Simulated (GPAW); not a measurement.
# Bi (R-3m) in GPAW: notebook

Aim: see how the results for Bi move with the level of theory and the settings. Levels: PBE, TASK, RPBE. Tasks: atomic charges, single point.

Everything below comes from runs of GPAW 26.7.0. Logs are shortened: lines on timing, memory, paths and dates and some standing lists are left out, and cuts for length are marked. The log counts tension as positive stress, the text compression.

## 1. The crystal as given

Symmetry: R-3m, No. 166, trigonal system. The conventional cell has a = 4.535 Å, b = 4.535 Å, c = 11.814 Å, α = 90.00°, β = 90.00°, γ = 120.00°. Bi (site symmetry 3m) is surrounded by 6 Bi at 3.06 to 3.52 Å.

## 2. Atomic charges, PBE

run.py reads:

```python
import numpy as np
from ase import Atoms
from ase.dft.bandgap import bandgap
from ase.io import write
from ase.units import Bohr, GPa
from gpaw import GPAW, PW
from gpaw.analyse.hirshfeld import HirshfeldPartitioning

atoms = Atoms(['Bi', 'Bi'],
              cell=[[2.2675, 1.3091417354, 3.938],
                    [-2.2675, 1.3091417354, 3.938],
                    [0.0, -2.6182834708, 3.938]],
              scaled_positions=[[0.766, 0.766, 0.766],
                                [0.234, 0.234, 0.234]],
              pbc=True)

calc = GPAW(mode=PW(600),
            xc='PBE',
            kpts={'size': (7, 7, 7), 'gamma': True},
            occupations={'name': 'fermi-dirac', 'width': 0.05},
            nbands=25,
            convergence={'density': 1e-05, 'energy': 1e-05},
            maxiter=150,
            legacy_gpaw=True,
            txt='gpaw.txt')
atoms.calc = calc
energy = atoms.get_potential_energy()
forces = atoms.get_forces()
stress = atoms.get_stress()
calc.write('gs.gpw')
write('result.traj', atoms)
print(f'Energy: {energy:.6f} eV')
print('Forces (eV/A):')
print(forces.round(4))
print('Stress (GPa):', (stress / GPa).round(3))
print('Fermi level:', round(calc.get_fermi_level(), 4), 'eV')
print(f'Gap: {bandgap(calc)[0]:.4f} eV, direct: {bandgap(calc, direct=True)[0]:.4f} eV')

hirshfeld = HirshfeldPartitioning(calc)
print('Hirshfeld charges:', *np.round(hirshfeld.get_charges(), 4))
print('Hirshfeld volume ratios:', *np.round(hirshfeld.get_effective_volume_ratios(), 4))

# fields on the real-space grid
write('density.cube', atoms, data=calc.get_pseudo_density() * Bohr**3)
write('potential.cube', atoms, data=calc.get_electrostatic_potential())
```

Potentials or basis: GPAW PAW data sets (gpaw-data 1.2.1), pw.

Run with:

```
$ OMP_NUM_THREADS=1 python run.py
```

gpaw.txt:

```text
___ ___ ___ _ _ _
 |   |   |_  | | | |
 | | | | | . | | | |
 |__ |  _|___|_____|  26.7.0
 |___|_|

Input parameters:
  convergence: {density: 1e-05,
                energy: 1e-05}
  kpts: {gamma: True,
         size: (7, 7, 7)}
  maxiter: 150
  mode: {ecut: 600.0,
         name: pw}
  nbands: 25
  occupations: {name: fermi-dirac,
                width: 0.05}
  xc: PBE

System changes: positions, numbers, cell, pbc, initial_charges, initial_magmoms

Initialize ...

species:
  Bi:
    name:    Bismuth
    Z:       83.0
    valence: 15
    core:    68
    charge:  0.0  # [|e|]
    compensation charges:
      type: gauss
      rc: 0.38  # [Å]
      lmax: 2
    cutoffs:
      filter: 2.23  # [Å]
      core: 2.33  # [Å]
    projectors
    | kind |    occ | energy [eV] | rcut [Å] |
    |------|--------|-------------|----------|
    |   6s |  2.000 |     -14.385 |    1.286 |
    |   6p |  3.000 |      -4.580 |    1.275 |
    |   5d | 10.000 |     -27.119 |    1.349 |
    |    s |        |      12.827 |    1.286 |
    |    p |        |      22.631 |    1.275 |
    |    d |        |       0.093 |    1.349 |

    Using partial waves for Bi as LCAO basis

Reference energy: -1169696.765905  # eV

Spin-paired calculation

Convergence criteria:
 Maximum [total energy] change in last 3 cyles: 1e-05 eV / valence electron
 Maximum integral of absolute [dens]ity change: 1e-05 electrons / valence electron
 Maximum integral of absolute [eigenst]ate change: 4e-08 eV^2 / valence electron
 Maximum number of scf [iter]ations: 150
 (Square brackets indicate name in SCF output, whereas a 'c' in
 the SCF output indicates the quantity has converged.)

Symmetries present (total): 12

  ( 1  0  0)  ( 1  0  0)  ( 0  1  0)  ( 0  1  0)  ( 0  0  1)  ( 0  0  1)
  ( 0  1  0)  ( 0  0  1)  ( 1  0  0)  ( 0  0  1)  ( 1  0  0)  ( 0  1  0)
  ( 0  0  1)  ( 0  1  0)  ( 0  0  1)  ( 1  0  0)  ( 0  1  0)  ( 1  0  0)

  ( 0  0 -1)  ( 0  0 -1)  ( 0 -1  0)  ( 0 -1  0)  (-1  0  0)  (-1  0  0)
  ( 0 -1  0)  (-1  0  0)  ( 0  0 -1)  (-1  0  0)  ( 0  0 -1)  ( 0 -1  0)
  (-1  0  0)  ( 0 -1  0)  (-1  0  0)  ( 0  0 -1)  ( 0 -1  0)  ( 0  0 -1)

343 k-points: 7 x 7 x 7 Monkhorst-Pack grid
44 k-points in the irreducible part of the Brillouin zone
       k-points in crystal coordinates                weights
   0:     0.00000000    0.00000000    0.00000000          1/343
   1:     0.14285714    0.00000000   -0.14285714          6/343
   2:     0.14285714    0.00000000    0.00000000          6/343
   3:     0.14285714    0.14285714   -0.14285714          6/343
   4:     0.14285714    0.14285714    0.00000000          6/343
   5:     0.14285714    0.14285714    0.14285714          2/343
   6:     0.28571429   -0.14285714   -0.14285714          6/343
   7:     0.28571429    0.00000000   -0.28571429          6/343
   8:     0.28571429    0.00000000   -0.14285714         12/343
   9:     0.28571429    0.00000000    0.00000000          6/343
          ...
  43:     0.42857143    0.42857143    0.42857143          2/343

Wave functions: Plane wave expansion
  Cutoff energy: 600.000 eV
  Number of coefficients (min, max): 2316, 2360
  Pulay-stress correction: 0.000000 eV/Ang^3 (de/decut=0.000000)
  Using FFTW library
  ScaLapack parameters: grid=1x1, blocksize=None
  Wavefunction extrapolation:
    Improved wavefunction reuse through dual PAW basis

Occupation numbers: Fermi-Dirac:
  width: 0.0500  # eV

Eigensolver
   Davidson(niter=2)

Densities:
  Coarse grid: 27*27*27 grid
  Fine grid: 54*54*54 grid
  Total Charge: 0.000000

Density mixing:
  Method: separate
  Backend: msr1
  Linear mixing parameter: 0.05
  old densities: 10
  Width of damping distribution: 1.1
  Damping of long wavelength oscillations: 20

Hamiltonian:
  XC and Coulomb potentials evaluated on a 54*54*54 grid
  Using the PBE Exchange-Correlation functional
  External potential:
    NoExternalPotential

XC parameters: PBE with 2 nearest neighbor stencil

Number of atoms: 2
Number of atomic orbitals: 18
Number of bands in calculation: 25
Number of valence electrons: 30
Bands to converge: occupied

... initialized

Initializing position-dependent things.

Density initialized from atomic densities
Creating initial wave functions:
  18 bands from LCAO basis set
  7 bands from random numbers

       Bi

       Bi

Atomic positions and initial magnetic moments

Positions:
   0 Bi     0.000000    0.000000    9.049524    ( 0.0000,  0.0000,  0.0000)
   1 Bi    -0.000000    0.000000    2.764476    ( 0.0000,  0.0000,  0.0000)

Unit cell:
           periodic     x           y           z      points  spacing
  1. axis:    yes    2.267500    1.309142    3.938000    27     0.1380
  2. axis:    yes   -2.267500    1.309142    3.938000    27     0.1380
  3. axis:    yes    0.000000   -2.618283    3.938000    27     0.1380

  Lengths:   4.728980   4.728980   4.728980
  Angles:   57.304234  57.304234  57.304234

Effective grid spacing dv^(1/3) = 0.1527

iter:   1    -9.330359
iter:   2    -9.342077   -2.19  -1.72
iter:   3    -9.362006   -2.72  -1.75
iter:   4    -9.364720   -3.47  -2.31
iter:   5    -9.363897   -3.23  -2.51
iter:   6    -9.363333   -4.91  -3.08
iter:   7    -9.363364   -5.53  -3.43
iter:   8    -9.363359c  -6.89  -3.75
iter:   9    -9.363361c  -6.75  -4.05
iter:  10    -9.363361c  -8.50c -4.86
iter:  11    -9.363361c  -8.57c -5.05c

Converged after 11 iterations.

Dipole moment: (-0.000000, 0.000000, 0.000000) |e|*Ang

Energy contributions relative to reference atoms: (reference = -1169696.765905)

Kinetic:        +34.107556
Potential:      -31.490938
External:        +0.000000
XC:              -9.023894
Entropy (-ST):   -0.001201
Local:           -2.955485
SIC:             +0.000000
--------------------------
Free energy:     -9.363962
Extrapolated:    -9.363361

Showing only first 2 kpts
 Kpt  Band  Eigenvalues  Occupancy
  0    13      4.88945    2.00000
  0    14      4.88945    2.00000
  0    15      8.61411    0.00000
  0    16      9.08977    0.00000

  1    13      5.29546    2.00000
  1    14      5.29856    2.00000
  1    15      7.04759    0.00000
  1    16      7.46650    0.00000

Fermi level: 6.05381

Gap: 0.272 eV
Transition (v -> c):
  (s=0, k=36, n=14, [0.43, 0.29, 0.29]) -> (s=0, k=25, n=15, [0.43, 0.00, 0.00])
Direct/indirect transitions are different
Direct gap: 0.541 eV
Transition at: (s=0, k=25, n=14, [0.43, 0.00, 0.00])

Forces in eV/Ang:
  0 Bi    0.00000   -0.00000   -0.19320
  1 Bi    0.00000    0.00000    0.19320

Stress tensor:
    -0.012983     0.000000     0.000000
    -0.000000    -0.012983     0.000000
     0.000000     0.000000    -0.011676
Writing to gs.gpw (mode='')

Initializing position-dependent things.
```

stdout:

```text
Energy: -9.363361 eV
Forces (eV/A):
[[ 0.     -0.     -0.1932]
 [ 0.      0.      0.1932]]
Stress (GPa): [-2.08  -2.08  -1.871  0.     0.     0.   ]
Fermi level: 6.0538 eV
Gap: 0.2719 eV, direct: 0.5411 eV
Hirshfeld charges: 0.0 0.0
Hirshfeld volume ratios: 0.9892 0.9892
```

It took 51 s on 1 thread of Arm Neoverse V1, shared host; peak memory 0.35 GiB.

What came out:

```yaml
Free_energy: -9.3640 eV
Pressure: 2.0 GPa
Largest_force: 0.193 eV/Å
Band_gap_on_the_k_mesh: 0.27 eV, indirect (least direct gap 0.54 eV)
```

Forces on the atoms (eV/Å):
```
Bi   0.000  0.000 -0.193
Bi   0.000  0.000  0.193
```

Caveat: spin-orbit coupling is left out, which as a rule narrows the gap of such compounds by several tenths of an eV; an odd mesh through Γ misses points on the zone boundary, where band edges often lie.

(Continued in part 2 of 2.)
